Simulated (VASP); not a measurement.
# Se (P3_121) in VASP: further runs

One crystal, Se, is run at these levels: r2SCAN0+D4, B3LYP+TS, LDA, PBE+D3; tasks: single point, electron localisation function, relaxation of the atoms.

Program: VASP 6.6.1. These are calculated values, not measurements. Logs are shortened: lines on timing, memory, paths and dates and some standing lists are left out, and cuts for length are marked.

## 1. The undisturbed crystal

Symmetry: P3_121, No. 152, trigonal system. The conventional cell has a = 4.366 Å, b = 4.366 Å, c = 4.954 Å, α = 90.00°, β = 90.00°, γ = 120.00°. Se (site symmetry 2) is surrounded by 2 Se at 2.37 Å.

## 2. Single point, r2SCAN0+D4 (atoms moved at random, drawn with an rms of 0.05 Å)

File run.py:

```python
from ase import Atoms
from ase.calculators.vasp import Vasp
from ase.dft.bandgap import bandgap

atoms = Atoms(
    ['Se', 'Se', 'Se'],
    cell=[[4.3662, 0.0, 0.0], [-2.1831, 3.781240118, 0.0], [0.0, 0.0, 4.9536]],
    scaled_positions=[[0.765068, 0.782095, -0.006331], [-0.008067, 0.224179, 0.664085], [0.219779, 0.002996, 0.32466]],
    pbc=True,
)
calc = Vasp(
    directory='calc',
    pp='PBE',
    setups='recommended',
    prec='Accurate',
    encut=520,
    ediff=0.0001,
    ismear=0,
    sigma=0.1,
    lreal=False,
    lasph=True,
    nelm=80,
    algo='Normal',
    isif=2,
    lwave=False,
    lcharg=False,
    metagga='R2SCAN',
    lhfcalc=True,
    aexx=0.25,
    lmixtau=True,
    precfock='Fast',
    ivdw=13,
    vdw_s6=1.0,
    vdw_s8=0.8992,
    vdw_a1=0.4778,
    vdw_a2=5.8779,
    kpts=[5, 5, 4],
    gamma=True,
    nbands=16,
)
atoms.calc = calc

print('energy (eV):', atoms.get_potential_energy())
print('free energy (eV):', atoms.get_potential_energy(force_consistent=True))
print('forces (eV/A):')
print(atoms.get_forces())
print('stress (eV/A^3, Voigt):', atoms.get_stress())
print('Fermi level (eV):', calc.get_fermi_level())
gap, top, bottom = bandgap(calc)
print('band gap (eV):', gap, 'from (spin, k, band)', top, 'to', bottom)
```

Potentials or basis: VASP PAW PBE potentials, release 64 (Se).

On the command line:

```bash
$ python run.py
```

Output:

```text
energy (eV): -40.03005258
free energy (eV): -40.03005258
forces (eV/A):
[[ 0.27083123  0.11680786  0.13490717]
 [ 0.17906315 -0.1158733  -0.29456826]
 [-0.44989438 -0.00093456  0.15966108]]
stress (eV/A^3, Voigt): [ 6.71689358e-03  9.81913467e-04  1.03657142e-02  4.87667713e-03
 -1.76501176e-03 -5.57948536e-05]
Fermi level (eV): 2.13655869
band gap (eV): 2.7009 from (spin, k, band) (0, np.int64(50), np.int64(8)) to (0, np.int64(38), np.int64(9))
```

OUTCAR:

```text
AEXX = 0.250000
   ENCUT = 520.000000
   EDIFF = 1.00e-04
   METAGGA = R2SCAN
   PREC = Accurate
   PRECFOCK = Fast
   ISIF = 2
   ISMEAR = 0
   NELM = 80
   IVDW = 13
   LASPH = .TRUE.
   LHFCALC = .TRUE.
   LREAL = .FALSE.

 ion  position               nearest neighbor table
   1  0.765  0.782  0.994-   2 2.34   3 2.38
   2  0.992  0.224  0.664-   1 2.34   3 2.39
   3  0.220  0.003  0.325-   1 2.38   2 2.39

  LATTYP: Found a hexagonal cell.
 ALAT       =     4.3662000000
 C/A-ratio  =     1.1345334616

  Lattice vectors:

 A1 = (   4.3662000000,   0.0000000000,   0.0000000000)
 A2 = (  -2.1831000000,   3.7812401180,   0.0000000000)
 A3 = (   0.0000000000,   0.0000000000,   4.9536000000)

Analysis of symmetry for initial positions (statically):
=====================================================================
 Subroutine PRICEL returns:
 Original cell was already a primitive cell.

 Routine SETGRP: Setting up the symmetry group for a
 hexagonal supercell.

 Subroutine GETGRP returns: Found  1 space group operations
 (whereof  1 operations were pure point group operations)
 out of a pool of 24 trial point group operations.

The static configuration has the point symmetry C_1 .

Analysis of symmetry for dynamics (positions and initial velocities):
=====================================================================
 Subroutine PRICEL returns:
 Original cell was already a primitive cell.

 Routine SETGRP: Setting up the symmetry group for a
 hexagonal supercell.

 Subroutine GETGRP returns: Found  1 space group operations
 (whereof  1 operations were pure point group operations)
 out of a pool of 24 trial point group operations.

The dynamic configuration has the point symmetry C_1 .

 Subroutine INISYM returns: Found  1 space group operations
 (whereof  1 operations are pure point group operations),
 and found     1 'primitive' translations

----------------------------------------------------------------------------------------

                                     Primitive cell

  volume of cell :      81.7822

  direct lattice vectors                    reciprocal lattice vectors
     4.366200000  0.000000000  0.000000000     0.229032110  0.132231751  0.000000000
    -2.183100000  3.781240118  0.000000000     0.000000000  0.264463501  0.000000000
     0.000000000  0.000000000  4.953600000     0.000000000  0.000000000  0.201873385

  length of vectors
     4.366200000  4.366200000  4.953600000     0.264463501  0.264463501  0.201873385

  position of ions in fractional coordinates (direct lattice)
     0.765068000  0.782095000  0.993669000
     0.991933000  0.224179000  0.664085000
     0.219779000  0.002996000  0.324660000

  ion indices of the primitive-cell ions
   primitive index   ion index
                 1           1
[... 30 lines left out ...]
            Coordinates               Weight
  0.000000  0.000000  0.000000      1.000000
  0.200000 -0.000000  0.000000      2.000000
  0.000000  0.200000  0.000000      2.000000
 -0.200000  0.200000  0.000000      2.000000
  0.400000 -0.000000  0.000000      2.000000
  0.000000  0.400000  0.000000      2.000000
[... 16 lines left out ...]
 -0.400000  0.400000  0.250000      2.000000
 -0.400000  0.000000  0.250000      2.000000
 [... further k-points ...]
   k-points           NKPTS =     51   k-points in BZ     NKDIM =    100   number of bands    NBANDS=     16
   number of dos      NEDOS =    301   number of ions     NIONS =      3
   total plane-waves  NPLWV =  40960
   dimension x,y,z NGX =    32 NGY =   32 NGZ =   40
   dimension x,y,z NGXF=    64 NGYF=   64 NGZF=   80
   ions per type =               3
   NGX,Y,Z   is equivalent  to a cutoff of  12.18, 12.18, 13.42 a.u.
   NGXF,Y,Z  is equivalent  to a cutoff of  24.37, 24.37, 26.85 a.u.
 SYSTEM =  unknown system
   PREC   = accura    normal or accurate (medium, high low for compatibility)
   ISTART =      0    job   : 0-new  1-cont  2-samecut
   ICHARG =      2    charge: 1-file 2-atom 10-const
   ISPIN  =      1    spin polarized calculation?
   LNONCOLLINEAR =      F non collinear calculations
   LSORBIT =      F    spin-orbit coupling
   LASPH  =      T    aspherical Exc in radial PAW
   ENCUT  =  520.0 eV  38.22 Ry    6.18 a.u.   8.12  8.12  9.21*2*pi/ulx,y,z
   NELM   =     80;   NELMIN=  2; NELMDL= -5     # of ELM steps
   EDIFF  = 0.1E-03   stopping-criterion for ELM
   LREAL  =      F    real-space projection
   EDIFFG = 0.1E-02   stopping-criterion for IOM
   NSW    =      0    number of steps for IOM
   IBRION =     -1    ionic relax: 0-MD 1-quasi-New 2-CG
   NFREE  =      0    steps in history (QN), initial steepest desc. (CG)
   ISIF   =      2    stress and relaxation
   ISYM   =      3    0-nonsym 1-usesym 2-fastsym
   POTIM  = 0.5000    time-step for ionic-motion
   TEBEG  =    0.0;   TEEND  =   0.0 temperature during run
   PSTRESS=    0.0 pullay stress
   NELECT =      18.0000    total number of electrons
   NUPDOWN=      -1.0000    fix difference up-down
   EMIN   =  10.00;   EMAX   =-10.00  energy-range for DOS
   EFERMI =   0.00;   METHOD = LEGACY
   ISMEAR =     0;   SIGMA  =   0.10  broadening in eV -4-tet -1-fermi 0-gaus
   EFERMI_NEDOS =   21; number of points for ismear=-14 and -15
   IALGO  =     38    algorithm
   IMIX   =      1    mixing-type and parameters
     AMIX     =   0.40;   BMIX     =  1.00
     AMIX_MAG =   1.60;   BMIX_MAG =  1.00
  volume/ion in A,a.u.               =      27.26       183.96
  Fermi-wavevector in a.u.,A,eV,Ry     =   0.988430  1.867862 13.292817  0.976995
  Thomas-Fermi vector in A             =   2.119956
   LORBIT       =      0    0 simple, 1 ext, 2 COOP (PROOUT), +10 PAW based schemes
   METAGGA = R2SCAN    functional components
   LHFCALC =     T    Hartree Fock is set to
   PRECFOCK=fast      Normal, Fast or Accurate (Low or Medium for compatibility)
   ENCUT4O =  -1.0   cutoff for four orbital integrals eV
   NKREDX  =     1    reduce k-point grid by
   NKREDY  =     1    reduce k-point grid by
   NKREDZ  =     1    reduce k-point grid by
   AEXX    =    0.2500 exact exchange contribution
   HFSCREEN=    0.0000 screening length (either q_TF or 0.3 A-1)
   HFSCREENC=   0.0000 screening length for correlation (either q_TF or 0.3 A-1)
   ENCUTFOCK=  -1.0 apply spherical cutoff to Coloumb kernel
   IVDW    =    13    specifies the selected vdW correction
   LEPSILON=     F    determine dielectric tensor
   LRPA    =     F    only Hartree local field effects (RPA)
 non-spin polarized calculation
 Gauss-broadening in eV      SIGMA  =   0.10
  energy-cutoff  :      520.00
  volume of cell :       81.78
 maximum number of plane-waves:      2216
  NGX = 18; NGY = 18; NGZ = 20

 number of electron      17.9999999 magnetization

 Free energy of the ion-electron system (eV)
  ---------------------------------------------------
  ext. energy  EPLUGINS =         0.00000000
  ---------------------------------------------------
  free energy    TOTEN  =       -39.55566466 eV

  energy without entropy =      -39.55566466  energy(sigma->0) =      -39.55566466

 E-fermi :   2.1366     XC(G=0):  -7.2827

 val. band max:        1.6635253447   @ k =   0.4000   0.4000   0.5000
 cond. band min:       4.3644159491   @ k =   0.0000   0.0000   0.5000
 fundamental gap:      2.7008906044
 Fermi energy:         2.1365586940

 k-point     1 :       0.0000    0.0000    0.0000
  band No.  band energies     occupation
      1     -16.2290      2.00000
      2     -11.5596      2.00000
      3     -11.3948      2.00000
      4      -2.6266      2.00000
      5      -2.5437      2.00000
      6      -2.4759      2.00000
[... 433 lines left out ...]
      3     -10.4471      2.00000
      4      -4.4189      2.00000
      5      -3.8775      2.00000
      6      -2.4423      2.00000
[... 8 lines left out ...]
     15      12.4941      0.00000
     16      13.3444      0.00000

 [... further k-points ...]

------------------------ aborting loop because EDIFF is reached ----------------------------------------

  DFT-D4 for vdW energy calculation

  Edisp (eV):   -0.47439

  FORCE on cell =-STRESS in cart. coord.  units (eV):
  Direction    XX          YY          ZZ          XY          YZ          ZX
  --------------------------------------------------------------------------------------
  -------------------------------------------------------------------------------------
  Total      -0.54932    -0.08030    -0.84773     0.00456    -0.39883     0.14435
  in kB     -10.76165    -1.57320   -16.60770     0.08939    -7.81330     2.82786
  external pressure =       -9.65 kB  Pullay stress =        0.00 kB

 VOLUME and BASIS-vectors are now :
 -----------------------------------------------------------------------------
  energy-cutoff  :      520.00
  volume of cell :       81.78
      direct lattice vectors                 reciprocal lattice vectors
     4.366200000  0.000000000  0.000000000     0.229032110  0.132231751  0.000000000
    -2.183100000  3.781240118  0.000000000     0.000000000  0.264463501  0.000000000
     0.000000000  0.000000000  4.953600000     0.000000000  0.000000000  0.201873385

 POSITION                                       TOTAL-FORCE (eV/Angst)
 -----------------------------------------------------------------------------------
      1.63305      2.95729      4.92224         0.270831      0.116808      0.134907
      3.84157      0.84767      3.28961         0.179063     -0.115873     -0.294568
      0.95306      0.01133      1.60824        -0.449894     -0.000935      0.159661
 -----------------------------------------------------------------------------------
    total drift:                                0.000344     -0.000001     -0.000150

  FREE ENERGIE OF THE ION-ELECTRON SYSTEM (eV)
  ---------------------------------------------------
  free  energy   TOTEN  =       -40.0300525837 eV

  energy  without entropy=      -40.0300525837  energy(sigma->0) =      -40.03005258
```

INCAR:

```text
AEXX = 0.250000
ENCUT = 520.000000
SIGMA = 0.100000
VDW_S6 = 1.000000
VDW_S8 = 0.899200
VDW_A1 = 0.477800
VDW_A2 = 5.877900
EDIFF = 1.00e-04
ALGO = Normal
METAGGA = R2SCAN
PREC = Accurate
PRECFOCK = Fast
ISIF = 2
ISMEAR = 0
NBANDS = 16
NELM = 80
IVDW = 13
LASPH = .TRUE.
LCHARG = .FALSE.
LHFCALC = .TRUE.
LWAVE = .FALSE.
LMIXTAU = .TRUE.
LREAL = .FALSE.
```

Wall time 22 min (1 thread of Intel Xeon Platinum 8488C (Sapphire Rapids), shared host); peak memory 0.27 GiB.

The run converged, but some of its settings lie outside the range that counts as converged (typed here: EDIFF = 0.0001), so its numbers aren't taken as properties of the crystal.

What came out:

```yaml
Free_energy: -40.0301 eV
Pressure: -1.0 GPa
Largest_force: 0.477 eV/Å
Band_gap_on_the_k_mesh: 2.70 eV, indirect (least direct gap 2.86 eV)
Dispersion_energy_per_atom: -0.158 eV
```

Caveat: the PAW data sets were made with another functional, which shifts forces and pressure a little; an odd mesh through Γ misses points on the zone boundary, where band edges often lie.

## 3. Single point, B3LYP+TS (volume scaled by 1.04)

File run.py:

```python
from ase.calculators.vasp import Vasp
from ase.dft.bandgap import bandgap
from ase.io import read

atoms = read('Se.cif', primitive_cell=True, subtrans_included=False)
calc = Vasp(
    directory='calc',
    xc='b3lyp',
    pp='PBE',
    setups='recommended',
    prec='Accurate',
    encut=520,
    ediff=1e-06,
    ismear=-1,
    sigma=0.05,
    lreal=False,
    lasph=True,
    nelm=100,
    algo='Normal',
    isif=2,
    lwave=False,
    lcharg=True,
    precfock='Fast',
    hfrcut=-1,
    ivdw=2,
    lelf=True,
    lvhar=True,
    kpts=[5, 5, 4],
    gamma=True,
)
atoms.calc = calc

print('energy (eV):', atoms.get_potential_energy())
print('free energy (eV):', atoms.get_potential_energy(force_consistent=True))
print('forces (eV/A):')
print(atoms.get_forces())
print('stress (eV/A^3, Voigt):', atoms.get_stress())
print('Fermi level (eV):', calc.get_fermi_level())
gap, top, bottom = bandgap(calc)
print('band gap (eV):', gap, 'from (spin, k, band)', top, 'to', bottom)
```

File Se.cif:

```cif
data_Se
_cell_length_a 4.42365659
_cell_length_b 4.42365659
_cell_length_c 5.01878642
_cell_angle_alpha 90.00000000
_cell_angle_beta 90.00000000
_cell_angle_gamma 120.00000000
_space_group_name_H-M_alt 'P3_121'
_space_group_name_Hall 'P 31 2"'
_space_group_IT_number 152
loop_
_space_group_symop_operation_xyz
'x,y,z'
'-y,x-y,z+1/3'
'-x+y,-x,z+2/3'
'y,x,-z'
'x-y,-y,-z+2/3'
'-x,-x+y,-z+1/3'
loop_
_atom_site_label
_atom_site_type_symbol
_atom_site_symmetry_multiplicity
_atom_site_Wyckoff_symbol
_atom_site_fract_x
_atom_site_fract_y
_atom_site_fract_z
_atom_site_occupancy
Se1 Se 3 a 0.7746000000 0.7746000000 0.0000000000 1
```

Potentials or basis: VASP PAW PBE potentials, release 64 (Se).

On the command line:

```bash
$ python run.py
```

Output:

```text
energy (eV): -13.30412749
free energy (eV): -13.30412749
forces (eV/A):
[[ 0.160542    0.2780669   0.        ]
 [-0.32108399  0.         -0.        ]
 [ 0.160542   -0.2780669   0.        ]]
stress (eV/A^3, Voigt): [-0.00383285 -0.00383285 -0.00041742 -0.          0.         -0.        ]
Fermi level (eV): 2.84213648
band gap (eV): 2.4109 from (spin, k, band) (0, np.int64(16), np.int64(8)) to (0, np.int64(16), np.int64(9))
```

OUTCAR:

```text
AEXX = 0.200000
   ENCUT = 520.000000
   EDIFF = 1.00e-06
   GGA = B3
   PREC = Accurate
   PRECFOCK = Fast
   ISIF = 2
   ISMEAR = -1
   NELM = 100
   IVDW = 2
   LASPH = .TRUE.
   LHFCALC = .TRUE.
   LREAL = .FALSE.
  IVDW =   2

 ion  position               nearest neighbor table
   1  0.775  0.775  0.000-   3 2.40   2 2.40
   2  0.225  0.000  0.333-   3 2.40   1 2.40
   3  0.000  0.225  0.667-   2 2.40   1 2.40

  LATTYP: Found a hexagonal cell.
 ALAT       =     4.4236565900
 C/A-ratio  =     1.1345334607

  Lattice vectors:

 A1 = (   4.4236565900,   0.0000000000,   0.0000000000)
 A2 = (  -2.2118282950,   3.8309989846,   0.0000000000)
 A3 = (   0.0000000000,   0.0000000000,   5.0187864200)

Analysis of symmetry for initial positions (statically):
=====================================================================
 Subroutine PRICEL returns:
 Original cell was already a primitive cell.

 Routine SETGRP: Setting up the symmetry group for a
 hexagonal supercell.

 Subroutine GETGRP returns: Found  6 space group operations
 (whereof  2 operations were pure point group operations)
[... 433 lines left out ...]
  band No.  band energies     occupation
      1     -13.4642      2.00000
      2     -13.3754      2.00000
      3      -9.6324      2.00000
      4      -4.1334      2.00000
      5      -3.1503      2.00000
      6      -3.0724      2.00000
      7       0.6151      2.00000
      8       0.8203      2.00000
      9       1.7317      2.00000
     10       4.1426      0.00000
     11       5.6034      0.00000
     12       5.7728      0.00000
     13       9.6707      0.00000

------------------------ aborting loop because EDIFF is reached ----------------------------------------

  Hirshfeld charges:
            ion         q(e)
   ------------------------------
      1     Se       0.00000049
      2     Se      -0.00000024
      3     Se      -0.00000026

  Tkatchenko/Scheffler method for vdW energy calculation

  Number of pair interactions contributing to vdW energy:   36855

  Edisp (eV):   -0.69165

  FORCE on cell =-STRESS in cart. coord.  units (eV):
  Direction    XX          YY          ZZ          XY          YZ          ZX
  --------------------------------------------------------------------------------------
  -------------------------------------------------------------------------------------
  Total       0.32600     0.32600     0.03550     0.00000     0.00000    -0.00000
  in kB       6.14091     6.14091     0.66878     0.00000     0.00000    -0.00000
  external pressure =        4.32 kB  Pullay stress =        0.00 kB

 VOLUME and BASIS-vectors are now :
 -----------------------------------------------------------------------------
  energy-cutoff  :      520.00
  volume of cell :       85.05
      direct lattice vectors                 reciprocal lattice vectors
     4.423656590  0.000000000  0.000000000     0.226057331  0.130514261  0.000000000
    -2.211828295  3.830998985  0.000000000     0.000000000  0.261028521  0.000000000
     0.000000000  0.000000000  5.018786420     0.000000000  0.000000000  0.199251356

 POSITION                                       TOTAL-FORCE (eV/Angst)
 -----------------------------------------------------------------------------------
      1.71328      2.96749      0.00000         0.160542      0.278067      0.000000
      0.99709      0.00000      1.67293        -0.321084      0.000000     -0.000000
     -0.49855      0.86351      3.34586         0.160542     -0.278067      0.000000
 -----------------------------------------------------------------------------------
    total drift:                               -0.000002     -0.000002     -0.000004

  FREE ENERGIE OF THE ION-ELECTRON SYSTEM (eV)
  ---------------------------------------------------
  free  energy   TOTEN  =       -13.3041274903 eV

  energy  without entropy=      -13.3041274903  energy(sigma->0) =      -13.30412749
```

INCAR:

```text
AEXX = 0.200000
AGGAC = 0.810000
AGGAX = 0.720000
ALDAC = 0.190000
ENCUT = 520.000000
SIGMA = 0.050000
HFRCUT = -1.000000
EDIFF = 1.00e-06
ALGO = Normal
GGA = B3
PREC = Accurate
PRECFOCK = Fast
ISIF = 2
ISMEAR = -1
NELM = 100
IVDW = 2
LASPH = .TRUE.
LCHARG = .TRUE.
LELF = .TRUE.
LHFCALC = .TRUE.
LVHAR = .TRUE.
LWAVE = .FALSE.
LREAL = .FALSE.
```

It took 7.3 min on 1 thread of Intel Xeon Platinum 8488C (Sapphire Rapids), shared host; peak memory 0.23 GiB.

Results:

```
Free energy                : -13.3041 eV
Pressure                   : 0.4 GPa
Largest force              : 0.321 eV/Å
Band gap on the k mesh     : 2.41 eV, direct
Dispersion energy per atom : -0.231 eV
```

Forces in eV/Å, atoms in the order of the input:
```
Se   0.161  0.278  0.000
Se  -0.321  0.000  0.000
Se   0.161 -0.278  0.000
```

Levels at points of the mesh, in eV from the valence-band top:
```tsv
k point	band 7	band 8	band 9	band 10	band 11	band 12
(0.00, 0.00, 0.00)	-2.11	-2.11	-0.50	3.08	3.08	3.44
(0.00, 0.00, 0.50)	-1.59	-1.59	-1.21	2.44	2.44	2.47
```

Caveat: the PAW data sets were made with another functional, which shifts forces and pressure a little; an odd mesh through Γ misses points on the zone boundary, where band edges often lie.

(Part 1 of 2 ends here.)
